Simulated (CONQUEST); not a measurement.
Write the native input for CONQUEST 1.3 that does the following.

| Property | Result |
| --- | --- |
| Task | single point |
| Functional | PBE |
| Potentials or basis | PseudoDojo NC PBE, DZP, multi-site functions of range 8 bohr, grid cutoff 150 Ha |
| k mesh | 7 × 5 × 4 |
| Occupations | fermi-dirac, width 0.05 eV |
| Spin | no spin polarisation |
| Solver | diagonalisation |
| SCF tolerance | 1e-06 |

Crystal: AlN.

```
CELL_PARAMETERS angstrom
3.11300 0.00000 0.00000
0.00000 4.98100 0.00000
0.00000 0.00000 5.39187
ATOMIC_POSITIONS crystal
Al 0.00505 0.50173 0.33244
Al 0.50505 0.50173 0.83244
Al 0.00743 0.99387 0.66295
Al 0.50743 0.99387 0.16295
N 0.49604 0.86875 0.82033
N 0.99604 0.86875 0.32033
N 0.49966 0.37511 0.16345
N 0.99966 0.37511 0.66345
```

The cell isn't the ideal one: atoms moved at random, drawn with an rms of 0.05 Å.

One way to write it, as run:

Conquest_input

```
IO.Title AlN
IO.Coordinates coords.dat
IO.FractionalAtomicCoords T
IO.Iprint 2
IO.Iprint_init 1
General.NumberOfSpecies 2
General.PseudopotentialType hamann
AtomMove.TypeOfRun static
AtomMove.FullStress T
Grid.GridCutoff 150
DM.SolutionMethod diagon
Diag.MPMesh T
Diag.GammaCentred T
Diag.MPMeshX 7
Diag.MPMeshY 5
Diag.MPMeshZ 4
Diag.kT 0.00183747
minE.SCTolerance 1e-6
Basis.MultisiteSF T
Multisite.LFD T
Multisite.Smear T
SC.MaxIters 100
IO.AtomChargeOutput T
%block ChemicalSpeciesLabel
1 26.980 Al
2 14.010 N
%endblock
%block Al
Atom.NumberOfSupports 4
Atom.MultisiteRange 8
Atom.LFDRange 8
%endblock
%block N
Atom.NumberOfSupports 4
Atom.MultisiteRange 8
Atom.LFDRange 8
%endblock
```

coords.dat

```
    5.8827174260     0.0000000000     0.0000000000
    0.0000000000     9.4127258268     0.0000000000
    0.0000000000     0.0000000000    10.1891654684
8
  0.0050530000   0.5017330000   0.3324440000 1 T T T
  0.5050530000   0.5017330000   0.8324440000 1 T T T
  0.0074345000   0.9938710000   0.6629505000 1 T T T
  0.5074345000   0.9938710000   0.1629505000 1 T T T
  0.4960425000   0.8687530000   0.8203285000 2 T T T
  0.9960425000   0.8687530000   0.3203285000 2 T T T
  0.4996645000   0.3751070000   0.1634465000 2 T T T
  0.9996645000   0.3751070000   0.6634465000 2 T T T
```

Potentials or basis: PseudoDojo NC PBE, DZP, multi-site functions of range 8 bohr, grid cutoff 150 Ha.

The run is started by

```sh
$ Conquest
```

Results of the run:

```json
{
 "Pressure": "8.2 GPa",
 "Largest force": "1.447 eV/Å",
 "Band gap on the k mesh": "4.59 eV",
 "Mulliken charges": "Al +2.09; N -2.08, -2.11 e"
}
```

Caveat: Mulliken charges move with the basis; multi-site functions contract the basis, which raises the energy a little and makes forces and stress less exact; an odd mesh through Γ misses points on the zone boundary, where band edges often lie; the basis of atomic orbitals isn't converged, which shifts pressures, moduli and gaps.

Run time: 2.2 min on 1 thread of Intel(R) Xeon(R) Platinum 8375C CPU @ 2.90GHz (Ice Lake), on a shared host, peak memory 1.6 GiB.
